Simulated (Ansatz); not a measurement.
Run record: Co

Co is taken as a measured crystal structure (space group Fm-3m, primitive cell doubled), 2 atoms in the cell. The computed pressure is over 10 GPa in size, so the cell is far from the computed equilibrium volume. Source: COD entry 1534891, which need not be the ambient phase.

Method: Ansatz, DFT, PBE, PAW, plane waves, scalar-relativistic.

The input:

```yaml
crystal:
  lattice:
    - [-1.71, -1.71, -3.42]
    - [1.71, -1.71, 0.0]
    - [-1.71, -1.71, 0.0]
  atoms:
    - { symbol: Co, position: [0.0, 0.0, 0.0], spin: 3.0 }
    - { symbol: Co, position: [0.5, 0.5, 0.0], spin: 3.0 }
magnetization:
  spin_polarized: true
hamiltonian:
  xc: pbe
  pseudopotentials: { kind: paw }
basis:
  ecutwfc: 420
kpoints:
  mp_grid: { grid: [8, 11, 13] }
scf:
  occupations: { method: fermi_dirac, width: 0.1 }
  lower_state_search: "off"
output:
  forces: true
  stress: true
```

Output (shortened):

```
Warning: crystal.symmetry: narrowed to the stabiliser of the k-point mesh — unitary ops 32 → 8; excluded 24 operations that carry a point of the 8×11×13 mesh (shift [0, 0, 0]) off the mesh (the run samples exactly the mesh kpoints.mp_grid names, as under crystal.symmetry.detect: false, and its converged state has the mesh's symmetry, not the crystal's; [...]
Pseudopotentials: kind: paw
Pseudopotential: Co, paw, valence charge 17, recommended cutoff 420 eV (normal), Co.paw.azcp
Functional definition: PBE
Crystal: 2 atoms, lattice volume = 20.001 Å³
Basis set: ecut = 420 eV, 371 PW (Γ), exchange–correlation on 60×36×36 points (8 copies of the dense FFT grid, shifted against one another)
Bands: 24, of which v1, the nominal top of the filled ones, is band 17 counted from 1 (16 counted from 0)
Symmetry: 8 space group operations
k-points: 318 of 1144
Non-local potential: Co, projectors of the file, l = 0: 3, l = 1: 2, l = 2: 3, l = 3: 1
Initial density: superposition of atomic densities (chi_scale 0.1, normalization cell)
Starting moments: Σ|m| = 6 μB on 2 of 2 sites
Initial wavefunctions: pseudopotential atomic-orbital guess
Functional: x = pbe(κ = 0.804, μ = 0.2195149727645171), c = pbe(β = 0.06672455060314922)
iter 1 solved again at ethr=1.40e-3 eV; its pass at ethr=3.10e-3 eV (dr2=4.75e-1 eV) is discarded
SCF iter   1: F=—  HF=-10251.692642 eV  |F-HF|=—  |Δ(HF+E_count)|=         —  Δρ=1.43e-1 (↑1.43e-1 ↓8.91e-2)  dr2=4.75e-1  dr2_m=2.41e0  M=3.730 μB ∫|m|=3.892 μB  β_m=0.30  ethr=1.40e-3  ⟨swp⟩=1.0  Hψ=76209  notcnv=0
Mixer restart at iter 1: flushing history
preconditioner: auto → none  [metal: Δε(μ)=0.003 eV  Ē_g=11.762 eV  σ=0.100 eV  W_gap=0.01  n_scr=6 (ndim 8)  ℏωp=35.2 eV  f_vac=0.000  D(μ)=1.93/eV (n_scr^D=28)  sad-step TF]
spin-set hold released at iteration 1 (the charge has settled, or the pull on large starting moments outlasts its swing): the magnetisation degrees of freedom join the quasi-Newton model from the next iteration; the mixer history was flushed
SCF iter   2: F=—  HF=-10251.861734 eV  |F-HF|=—  |Δ(HF+E_count)|=   1.69e-1  Δρ=9.95e-2 (↑9.95e-2 ↓8.14e-2)  dr2=7.38e-2  dr2_m=1.49e0  M=3.573 μB ∫|m|=3.772 μB  β_m=0.65  ethr=1.40e-3  ⟨swp⟩=2.0  Hψ=19068  notcnv=0
SCF iter   3: F=—  HF=-10252.583141 eV  |F-HF|=—  |Δ(HF+E_count)|=   7.21e-1  Δρ=7.59e-2 (↑7.59e-2 ↓4.72e-2)  dr2=1.58e0  dr2_m=4.02e-2  M=3.220 μB ∫|m|=3.482 μB  β_m=0.49  ethr=2.17e-4  ⟨swp⟩=2.7  Hψ=34181  notcnv=0  defer=182
SCF iter   4: F=—  HF=-10252.182968 eV  |F-HF|=—  |Δ(HF+E_count)|=   4.00e-1  Δρ=9.22e-3 (↑9.22e-3 ↓6.78e-3)  dr2=1.48e-2  dr2_m=3.11e-3  M=3.152 μB ∫|m|=3.428 μB  β_m=0.74  ethr=2.17e-4  ⟨swp⟩=2.7  Hψ=34565  notcnv=0  defer=417
SCF iter   5: F=—  HF=-10252.192064 eV  |F-HF|=—  |Δ(HF+E_count)|=   9.10e-3  Δρ=6.57e-3 (↑3.92e-3 ↓6.57e-3)  dr2=1.09e-2  dr2_m=3.73e-4  M=3.171 μB ∫|m|=3.430 μB  β_m=0.87  ethr=4.37e-5  ⟨swp⟩=2.3  Hψ=25207  notcnv=0  defer=413
SCF iter   6: F=—  HF=-10252.191361 eV  |F-HF|=—  |Δ(HF+E_count)|=   7.03e-4  Δρ=6.46e-4 (↑6.13e-4 ↓6.46e-4)  dr2=1.67e-4  dr2_m=2.80e-6  M=3.169 μB ∫|m|=3.416 μB  β_m=0.78  ethr=3.20e-5  ⟨swp⟩=2.2  Hψ=22361  notcnv=0  defer=413
SCF iter   7: F=—  HF=-10252.191373 eV  |F-HF|=—  |Δ(HF+E_count)|=   1.14e-5  Δρ=3.39e-4 (↑3.39e-4 ↓1.87e-4)  dr2=2.47e-5  dr2_m=1.96e-6  M=3.169 μB ∫|m|=3.416 μB  β_m=0.89  ethr=4.90e-7  ⟨swp⟩=1.4  Hψ=15239  notcnv=0  defer=413
SCF iter   8: F=—  HF=-10252.191378 eV  |F-HF|=—  |Δ(HF+E_count)|=   5.54e-6  Δρ=6.17e-5 (↑5.60e-5 ↓6.17e-5)  dr2=3.05e-7  dr2_m=3.69e-7  M=3.169 μB ∫|m|=3.416 μB  β_m=0.82  ethr=7.28e-8  ⟨swp⟩=1.6  Hψ=16712  notcnv=0  defer=413
iter 9 met the thresholds in force, and the SCF goes on: an eigenvalue changes by 0.55 meV, over its tolerance of 0.50 meV (output.eigenvalues, Limitations)
SCF iter   9: F=-10252.191378 eV  HF=-10252.191378 eV  |F-HF|=2.06e-8  |Δ(HF+E_count)|=   7.95e-8  Δρ=1.67e-5 (↑8.01e-6 ↓1.67e-5)  dr2=3.30e-8  dr2_m=5.49e-9  M=3.169 μB ∫|m|=3.415 μB  β_m=0.85  ethr=2.94e-10  ⟨swp⟩=4.0  Hψ=50513  notcnv=0
SCF iter  10: F=-10252.191378 eV  HF=-10252.191378 eV  |F-HF|=1.62e-10  |Δ(HF+E_count)|=   2.70e-9  Δρ=2.36e-6 (↑1.52e-6 ↓2.36e-6)  dr2=8.60e-10  dr2_m=2.72e-10  M=3.169 μB ∫|m|=3.415 μB  ethr=9.71e-11  ⟨swp⟩=1.6  Hψ=45469  notcnv=0
SCF 1 converged in 10 iterations: F = -10252.191378 eV  dr2 = 8.60e-10
  greatest PAW one-centre occupation: 1.001 electrons in one spin orbital (limit 2), on the Co atom at site 1 (counted from 0), in its partial waves of l = 1
SCF converged after 10 iterations
an eigenvalue changed by more than its tolerance at an iteration that met the thresholds in force, so the SCF went on 1 time: the last check found none over its tolerance
Magnetization: 3.1689 μB (18.5844 up, 15.4156 down)
Absolute magnetization: 3.4163 μB (∫|ρ↑−ρ↓|, with the PAW one-centre terms)
Spin contamination: 0.0416 ħ² per cell (⟨S²⟩ above its minimum at these occupations)
Per-site moments (μB) at R_I (Å): [(1.6415, 0.9975), (1.6415, 0.9975)]
Free energy (F): -10252.191378 eV
Harris-Foulkes:  -10252.191378 eV  (|F-HF|=1.62e-10)
Internal energy: -10252.120412 eV  (E = F + TS)
E sigma→0 (E₀):  -10252.155895 eV
Entropy (-TS):   -0.070967 eV (-35.483 meV/atom)
Fermi energy:    20.683161 eV
--- Per-component energies (eV) ---
  E_band       = -427.007714
  E_kinetic    = 912.734187
  E_local      = -5429.977975  (includes V_loc(G=0)·N_el)
  E_nonlocal   = 908.217476
  E_hartree    = 2286.774123
  E_xc         = -319.958598
  E_vxc        = -413.034763  (∫ρ·V_xc dr)
  E_paw        = -3030.994048  (= ΣΔE_a)
  E_vpaw       = -978.497731  (= ΣTr[D̂ρ^β])
  E_aug_tail   = 0.000288  (compensation charges beyond the density's cutoff)
  E_ewald      = -5578.915865
  E_smearing   = -0.070967  (= −TS)
  E_closure    = 0.000000  (closes the sum)
  Σ components = -10252.191378   (vs F -10252.191378, Δ=0.00e0)
--- Forces (eV/Å), atoms counted from 1 ---
  atom   1  Co    -0.00000000    -0.00000000     0.00000000
  atom   2  Co     0.00000000    -0.00000000     0.00000000
  max |Σ_I F_I| component: 9.47e-29 eV/Å
--- Stress (GPa, compression-positive) ---
       22.964752       0.041140       0.008563
        0.041140      22.964752       0.008563
        0.008563       0.008563      22.847541
  P = ⅓ Tr σ = 22.9257 GPa (229.257 kbar)
```

Among 14 converged runs of this cell from various starts and settings, this end is the lowest found.

The mesh has less symmetry than the lattice, which lowers the symmetry of the run.

The run took 13 s on 2 threads of Arm Neoverse V1 (shared host), peak memory 0.47 GiB.
